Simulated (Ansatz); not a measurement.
A run of Ansatz 0.2.0:

Contents of run.py:

```python
import json

import ase.io
import numpy as np

import ansatz as az

atoms = ase.io.read("Rh.cif")
atoms.info.pop("occupancy", None)

calculation = (
    az.Crystal.from_ase(atoms)
    .calculation()
    .kpoints(7, 7, 7)
    .functional("rpbe", dispersion="d3bj")
    .pseudopotentials(kind="paw", level="accurate")
    .occupations(method="gaussian", width=0.05)
    .forces()
    .stress()
    .band_table(publish=True)
)
outcome = calculation.run(threads=2, events_out="events.jsonl")

report = outcome.report
for line in open("events.jsonl"):
    event = json.loads(line)
    if event["event"] == "scf_iter":
        d = event["data"]
        print(f"SCF {d['iter']:3d}  HF = {d['harris_foulkes_ev']:.6f} eV  dr2 = {d['dr2_ev']:.2e} eV")
    elif event["event"] in ("relax_step", "md_step"):
        d = event["data"]
        print(f"{event['event']} {d['step']:3d}  E = {d['lagrangian_ev']:.6f} eV")
np.set_printoptions(precision=5, suppress=True, linewidth=110)
print("converged:", report["converged"], "after", report["n_iterations"], "iterations")
print(f"free energy {report['free_energy_ev']:.6f} eV, Fermi level {report['fermi_energy_ev']:.4f} eV")
for key in ("band_edges_ev", "magnetization_mub", "site_moments_mub", "site_moments_nc_mub", "forces_ev_ang",
                "stress_gpa"):
    if report.get(key) is not None:
        print(key, np.array(report[key]), sep="\n")
```

File Rh.cif:

```cif
data_Rh
_cell_length_a 3.89433342
_cell_length_b 3.89433342
_cell_length_c 3.89433342
_cell_angle_alpha 90.00000000
_cell_angle_beta 90.00000000
_cell_angle_gamma 90.00000000
_space_group_name_H-M_alt 'Fm-3m'
_space_group_name_Hall '-F 4 2 3'
_space_group_IT_number 225
loop_
_space_group_symop_operation_xyz
'x,y,z'
'-x,-y,-z'
'-y,x,z'
'y,-x,-z'
'-x,-y,z'
'x,y,-z'
'y,-x,z'
'-y,x,-z'
'x,-y,-z'
'-x,y,z'
'-y,-x,-z'
'y,x,z'
'-x,y,-z'
'x,-y,z'
'y,x,-z'
'-y,-x,z'
'z,x,y'
'-z,-x,-y'
'z,-y,x'
'-z,y,-x'
'z,-x,-y'
'-z,x,y'
'z,y,-x'
'-z,-y,x'
'-z,x,-y'
'z,-x,y'
'-z,-y,-x'
'z,y,x'
'-z,-x,y'
'z,x,-y'
'-z,y,x'
'z,-y,-x'
'y,z,x'
'-y,-z,-x'
'x,z,-y'
'-x,-z,y'
'-y,z,-x'
'y,-z,x'
'-x,z,y'
'x,-z,-y'
'-y,-z,x'
'y,z,-x'
'-x,-z,-y'
'x,z,y'
'y,-z,-x'
'-y,z,x'
'x,-z,y'
'-x,z,-y'
'x,y+1/2,z+1/2'
'-x,-y+1/2,-z+1/2'
'-y,x+1/2,z+1/2'
'y,-x+1/2,-z+1/2'
'-x,-y+1/2,z+1/2'
'x,y+1/2,-z+1/2'
'y,-x+1/2,z+1/2'
'-y,x+1/2,-z+1/2'
'x,-y+1/2,-z+1/2'
'-x,y+1/2,z+1/2'
'-y,-x+1/2,-z+1/2'
'y,x+1/2,z+1/2'
[... 40 lines left out ...]
'-x+1/2,-y,z+1/2'
'x+1/2,y,-z+1/2'
'y+1/2,-x,z+1/2'
'-y+1/2,x,-z+1/2'
'x+1/2,-y,-z+1/2'
'-x+1/2,y,z+1/2'
'-y+1/2,-x,-z+1/2'
'y+1/2,x,z+1/2'
'-x+1/2,y,-z+1/2'
'x+1/2,-y,z+1/2'
'y+1/2,x,-z+1/2'
'-y+1/2,-x,z+1/2'
'z+1/2,x,y+1/2'
'-z+1/2,-x,-y+1/2'
'z+1/2,-y,x+1/2'
'-z+1/2,y,-x+1/2'
'z+1/2,-x,-y+1/2'
'-z+1/2,x,y+1/2'
'z+1/2,y,-x+1/2'
'-z+1/2,-y,x+1/2'
'-z+1/2,x,-y+1/2'
'z+1/2,-x,y+1/2'
'-z+1/2,-y,-x+1/2'
'z+1/2,y,x+1/2'
'-z+1/2,-x,y+1/2'
'z+1/2,x,-y+1/2'
'-z+1/2,y,x+1/2'
'z+1/2,-y,-x+1/2'
'y+1/2,z,x+1/2'
'-y+1/2,-z,-x+1/2'
'x+1/2,z,-y+1/2'
'-x+1/2,-z,y+1/2'
'-y+1/2,z,-x+1/2'
'y+1/2,-z,x+1/2'
'-x+1/2,z,y+1/2'
'x+1/2,-z,-y+1/2'
'-y+1/2,-z,x+1/2'
'y+1/2,z,-x+1/2'
'-x+1/2,-z,-y+1/2'
'x+1/2,z,y+1/2'
'y+1/2,-z,-x+1/2'
'-y+1/2,z,x+1/2'
'x+1/2,-z,y+1/2'
'-x+1/2,z,-y+1/2'
'x+1/2,y+1/2,z'
'-x+1/2,-y+1/2,-z'
'-y+1/2,x+1/2,z'
'y+1/2,-x+1/2,-z'
'-x+1/2,-y+1/2,z'
'x+1/2,y+1/2,-z'
'y+1/2,-x+1/2,z'
'-y+1/2,x+1/2,-z'
'x+1/2,-y+1/2,-z'
'-x+1/2,y+1/2,z'
'-y+1/2,-x+1/2,-z'
'y+1/2,x+1/2,z'
'-x+1/2,y+1/2,-z'
'x+1/2,-y+1/2,z'
'y+1/2,x+1/2,-z'
'-y+1/2,-x+1/2,z'
'z+1/2,x+1/2,y'
'-z+1/2,-x+1/2,-y'
'z+1/2,-y+1/2,x'
'-z+1/2,y+1/2,-x'
'z+1/2,-x+1/2,-y'
'-z+1/2,x+1/2,y'
'z+1/2,y+1/2,-x'
'-z+1/2,-y+1/2,x'
'-z+1/2,x+1/2,-y'
'z+1/2,-x+1/2,y'
'-z+1/2,-y+1/2,-x'
'z+1/2,y+1/2,x'
'-z+1/2,-x+1/2,y'
'z+1/2,x+1/2,-y'
'-z+1/2,y+1/2,x'
'z+1/2,-y+1/2,-x'
'y+1/2,z+1/2,x'
'-y+1/2,-z+1/2,-x'
'x+1/2,z+1/2,-y'
'-x+1/2,-z+1/2,y'
'-y+1/2,z+1/2,-x'
'y+1/2,-z+1/2,x'
'-x+1/2,z+1/2,y'
'x+1/2,-z+1/2,-y'
'-y+1/2,-z+1/2,x'
'y+1/2,z+1/2,-x'
'-x+1/2,-z+1/2,-y'
'x+1/2,z+1/2,y'
'y+1/2,-z+1/2,-x'
'-y+1/2,z+1/2,x'
'x+1/2,-z+1/2,y'
'-x+1/2,z+1/2,-y'
loop_
_atom_site_label
_atom_site_type_symbol
_atom_site_symmetry_multiplicity
_atom_site_Wyckoff_symbol
_atom_site_fract_x
_atom_site_fract_y
_atom_site_fract_z
_atom_site_occupancy
Rh1 Rh 4 a 0.0000000000 0.0000000000 0.0000000000 1
```

Potentials or basis: Ansatz PAW accurate.

Command:

```bash
$ python run.py
```

Hardware: 2 threads of Arm Neoverse V1, on a shared host.

Problem. Estimate the wall time of this run.

Solution. Wall time 3.4 s on 2 threads of Arm Neoverse V1, on a shared host, peak memory 0.49 GiB. Counts: scf iterations 8, plane waves 2109, k points 20, bands 41, engine runs 1.
